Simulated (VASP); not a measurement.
# SnTe (F-43m) in VASP: notebook, part 2 of 3

VASP 6.6.1.

## Step 3: Single point, PBE, spin-orbit coupling, no magnetisation

INCAR

```
SYSTEM = SnTe
PREC = Accurate
ENCUT = 650
EDIFF = 1E-7
ISMEAR = 0
SIGMA = 0.02
LREAL = .False.
LASPH = .True.
NELM = 100
ALGO = Normal
ISIF = 2
LWAVE = .False.
LCHARG = .False.
MAGMOM = 0 0 0 0 0 0
LORBIT = 11
LSORBIT = .True.
GGA_COMPAT = .False.
GGA = PE
NBANDS = 36
```

KPOINTS

```
regular mesh
0
Gamma
  7 7 7
  0 0 0
```

POSCAR

```
SnTe
1.0
    0.0000000000      3.6111460000      3.6111460000
    3.6111460000      0.0000000000      3.6111460000
    3.6111460000      3.6111460000      0.0000000000
Te Sn
1 1
Direct
    0.2500000000      0.2500000000      0.2500000000
    0.0000000000      0.0000000000      0.0000000000
```

Potentials or basis: VASP PAW PBE potentials, release 64 (Te, Sn_d).

On the command line:

```
$ cat potpaw_PBE.64/Te/POTCAR potpaw_PBE.64/Sn_d/POTCAR > POTCAR
$ mpirun -np 1 vasp_ncl > vasp.out
```

OUTCAR:

```text
SYSTEM = SnTe
   PREC = Accurate
   ENCUT = 650
   EDIFF = 1E-7
   ISMEAR = 0
   LREAL = .False.
   LASPH = .True.
   NELM = 100
   ISIF = 2
   LORBIT = 11
   LSORBIT = .True.
   GGA = PE

 Found     30 irreducible k-points:

 Following reciprocal coordinates:
            Coordinates               Weight
  0.000000  0.000000  0.000000      1.000000
  0.142857  0.000000  0.000000      4.000000
 -0.142857  0.000000  0.000000      4.000000
  0.285714  0.000000  0.000000      4.000000
 -0.285714  0.000000  0.000000      4.000000
  0.428571  0.000000  0.000000      4.000000
   k-points           NKPTS =     30   k-points in BZ     NKDIM =     30   number of bands    NBANDS=     36
   number of dos      NEDOS =    301   number of ions     NIONS =      2
   total plane-waves  NPLWV =  74088
   dimension x,y,z NGX =    42 NGY =   42 NGZ =   42
   dimension x,y,z NGXF=    84 NGYF=   84 NGZF=   84
   ions per type =               1   1
   NGX,Y,Z   is equivalent  to a cutoff of  13.67, 13.67, 13.67 a.u.
   NGXF,Y,Z  is equivalent  to a cutoff of  27.34, 27.34, 27.34 a.u.
 SYSTEM =  SnTe
   PREC   = accura    normal or accurate (medium, high low for compatibility)
   ISTART =      0    job   : 0-new  1-cont  2-samecut
   ICHARG =      2    charge: 1-file 2-atom 10-const
   ISPIN  =      1    spin polarized calculation?
   LNONCOLLINEAR =      T non collinear calculations
   LSORBIT =      T    spin-orbit coupling
   LASPH  =      T    aspherical Exc in radial PAW
   ENCUT  =  650.0 eV  47.77 Ry    6.91 a.u.  10.62 10.62 10.62*2*pi/ulx,y,z
   NELM   =    100;   NELMIN=  2; NELMDL= -5     # of ELM steps
   EDIFF  = 0.1E-06   stopping-criterion for ELM
   LREAL  =      F    real-space projection
   EDIFFG = 0.1E-05   stopping-criterion for IOM
   NSW    =      0    number of steps for IOM
   IBRION =     -1    ionic relax: 0-MD 1-quasi-New 2-CG
   NFREE  =      0    steps in history (QN), initial steepest desc. (CG)
   ISIF   =      2    stress and relaxation
   ISYM   =      2    0-nonsym 1-usesym 2-fastsym
   POTIM  = 0.5000    time-step for ionic-motion
[... 288 lines left out ...]
      0.00000      0.00000      0.00000        -0.000000     -0.000000     -0.000000
 -----------------------------------------------------------------------------------
    total drift:                               -0.000000     -0.000000     -0.000000

  FREE ENERGIE OF THE ION-ELECTRON SYSTEM (eV)
  ---------------------------------------------------
  free  energy   TOTEN  =        -7.2267494322 eV

  energy  without entropy=       -7.2267494322  energy(sigma->0) =       -7.22674943

 Spin-Orbit-Coupling matrix elements

 Ion:    1  E_soc:     -0.2237218
 l=   1
     0.0000000    -0.0372862    -0.0372862
    -0.0372862     0.0000000    -0.0372862
    -0.0372862    -0.0372862     0.0000000
 l=   2
     0.0000000     0.0000084     0.0000000     0.0000084    -0.0000092
     0.0000084     0.0000000    -0.0000069     0.0000084    -0.0000023
     0.0000000    -0.0000069     0.0000000    -0.0000069     0.0000000
     0.0000084     0.0000084    -0.0000069     0.0000000    -0.0000023
    -0.0000092    -0.0000023     0.0000000    -0.0000023     0.0000000
 l=   3
     0.0000000     0.0000000     0.0000000     0.0000000     0.0000000     0.0000000     0.0000000
     0.0000000     0.0000000     0.0000000     0.0000000     0.0000000     0.0000000     0.0000000
     0.0000000     0.0000000     0.0000000     0.0000000     0.0000000     0.0000000     0.0000000
     0.0000000     0.0000000     0.0000000     0.0000000     0.0000000     0.0000000     0.0000000
     0.0000000     0.0000000     0.0000000     0.0000000     0.0000000     0.0000000     0.0000000
     0.0000000     0.0000000     0.0000000     0.0000000     0.0000000     0.0000000     0.0000000
     0.0000000     0.0000000     0.0000000     0.0000000     0.0000000     0.0000000     0.0000000

 Ion:    2  E_soc:     -0.1047435
 l=   1
     0.0000000    -0.0113283    -0.0113283
    -0.0113283     0.0000000    -0.0113283
    -0.0113283    -0.0113283     0.0000000
 l=   2
     0.0000000    -0.0012423     0.0000000    -0.0012423    -0.0048866
    -0.0012423     0.0000000    -0.0036649    -0.0012423    -0.0012216
     0.0000000    -0.0036649     0.0000000    -0.0036649     0.0000000
    -0.0012423    -0.0012423    -0.0036649     0.0000000    -0.0012216
    -0.0048866    -0.0012216     0.0000000    -0.0012216     0.0000000
 l=   3
     0.0000000     0.0000000     0.0000000     0.0000000     0.0000000     0.0000000     0.0000000
     0.0000000     0.0000000     0.0000000     0.0000000     0.0000000     0.0000000     0.0000000
     0.0000000     0.0000000     0.0000000     0.0000000     0.0000000     0.0000000     0.0000000
     0.0000000     0.0000000     0.0000000     0.0000000     0.0000000     0.0000000     0.0000000
     0.0000000     0.0000000     0.0000000     0.0000000     0.0000000     0.0000000     0.0000000
     0.0000000     0.0000000     0.0000000     0.0000000     0.0000000     0.0000000     0.0000000
     0.0000000     0.0000000     0.0000000     0.0000000     0.0000000     0.0000000     0.0000000

 total charge

# of ion       s       p       d       tot
------------------------------------------
    1        1.391   1.955   0.016   3.362
    2        1.400   0.699   9.957  12.056
--------------------------------------------------
tot          2.791   2.654   9.973  15.417

 magnetization (x)

# of ion       s       p       d       tot
------------------------------------------
    1       -0.000  -0.000   0.000  -0.000
    2       -0.000   0.000  -0.000   0.000
--------------------------------------------------
tot         -0.000   0.000   0.000  -0.000

 magnetization (y)

# of ion       s       p       d       tot
------------------------------------------
    1       -0.000   0.000  -0.000  -0.000
    2        0.000   0.000   0.000   0.000
--------------------------------------------------
tot          0.000   0.000  -0.000   0.000

 magnetization (z)

# of ion       s       p       d       tot
------------------------------------------
    1        0.000  -0.000   0.000   0.000
    2       -0.000   0.000  -0.000  -0.000
--------------------------------------------------
tot          0.000  -0.000   0.000  -0.000
```

OSZICAR:

```text
N       E                     dE             d eps       ncg     rms          rms(c)
DAV:   1     0.176026455910E+03    0.17603E+03   -0.96243E+03  2240   0.132E+03
DAV:   2     0.189589909358E+02   -0.15707E+03   -0.14931E+03  2176   0.371E+02
DAV:   3    -0.598113658352E+01   -0.24940E+02   -0.24226E+02  2516   0.129E+02
DAV:   4    -0.732132075736E+01   -0.13402E+01   -0.13353E+01  2552   0.311E+01
DAV:   5    -0.737134870606E+01   -0.50028E-01   -0.50024E-01  2964   0.586E+00    0.487E+00
DAV:   6    -0.722583971861E+01    0.14551E+00   -0.27123E-01  2588   0.269E+00    0.318E+00
DAV:   7    -0.722381603118E+01    0.20237E-02   -0.77892E-02  2388   0.105E+00    0.174E+00
DAV:   8    -0.722483104351E+01   -0.10150E-02   -0.30807E-03  2324   0.409E-01    0.708E-01
DAV:   9    -0.722590287035E+01   -0.10718E-02   -0.17626E-03  2604   0.292E-01    0.167E-01
DAV:  10    -0.722643960082E+01   -0.53673E-03   -0.40418E-04  2276   0.134E-01    0.495E-02
DAV:  11    -0.722670945109E+01   -0.26985E-03   -0.23292E-04  2296   0.686E-02    0.232E-02
DAV:  12    -0.722674452173E+01   -0.35071E-04   -0.36481E-05  2628   0.293E-02    0.204E-02
DAV:  13    -0.722674781238E+01   -0.32906E-05   -0.34441E-06  2316   0.136E-02    0.872E-03
DAV:  14    -0.722674913936E+01   -0.13270E-05   -0.15005E-06  2020   0.605E-03    0.169E-03
DAV:  15    -0.722674936597E+01   -0.22661E-06   -0.32275E-07  2140   0.489E-03    0.210E-03
DAV:  16    -0.722674943222E+01   -0.66249E-07   -0.32250E-08  1828   0.149E-03
   1 F= -.72267494E+01 E0= -.72267494E+01  d E =-.611679E-10  mag=    -0.0000    -0.0000     0.0000
```

stdout:

```text
POSCAR found type information on POSCAR TeSn
 POSCAR found :  2 types and       2 ions
 scaLAPACK will be used
 LDA part: xc-table for (Slater+PW92), standard interpolation
 POSCAR, INCAR and KPOINTS ok, starting setup
 FFT: planning ... GRIDC
 FFT: planning ... GRID_SOFT
 FFT: planning ... GRID
 WAVECAR not read
 entering main loop
```

It took 3.7 min on 1 thread of Intel Xeon Platinum 8488C (Sapphire Rapids), shared host; peak memory 0.67 GiB.

The run converged, but some of its settings lie outside the range that counts as converged, so its numbers aren't taken as properties of the crystal.

What came out:

- Free energy: -7.2267 eV
- Pressure: 0.0 GPa
- Valence electrons inside the program's atomic spheres: Te 3.36; Sn 12.06

[end of part 2 of 3]
